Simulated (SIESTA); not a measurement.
Runs of SIESTA 5.4.2 on Al. Symmetry: Fm-3m, No. 225, cubic system. The conventional cell has a = 4.050 Å, b = 4.050 Å, c = 4.050 Å, α = 90.00°, β = 90.00°, γ = 90.00°. Al (site symmetry m-3m) has 12 Al at 2.86 Å as nearest neighbours. 

```tsv
task	level	potentials or basis	cell	gap on the mesh (eV)	pressure (GPa)	V0 of scaled cells (Å³/atom)	B0 (GPa)
single point	PBE	PseudoDojo 0.4 standard (PBE files), DZP (energy shift 0.003 Ry)	cell strained at random at fixed volume	none	-0.3	-	-
equation of state	PBE	PseudoDojo 0.4 standard (PBE files), DZP (energy shift 0.003 Ry)	as given	-	-	16.51	(a)
single point	PBE	PseudoDojo 0.4 standard (PBE files), DZP (energy shift 0.003 Ry)	as given	none	-0.4	-	-
band structure	PBE	PseudoDojo 0.4 standard (PBE files), DZP (energy shift 0.003 Ry)	as given	none	-0.4	-	-
equation of state	PBEsol	PseudoDojo 0.4 standard (PBEsol files), DZP (energy shift 0.003 Ry)	as given	-	-	16.22	88
```

Alike in all rows: no spin polarisation; k mesh 11 × 11 × 11; smearing fermi-dirac 0.05 eV; grid cutoff 500 Ry; energy shift 0.003 Ry.

Problem. Estimate the missing entries.

Solution. (a) 83.

Caveats: the basis of atomic orbitals isn't converged, which shifts pressures, moduli and gaps.

A gap of «none» marks a metal or a gap under the smearing width.
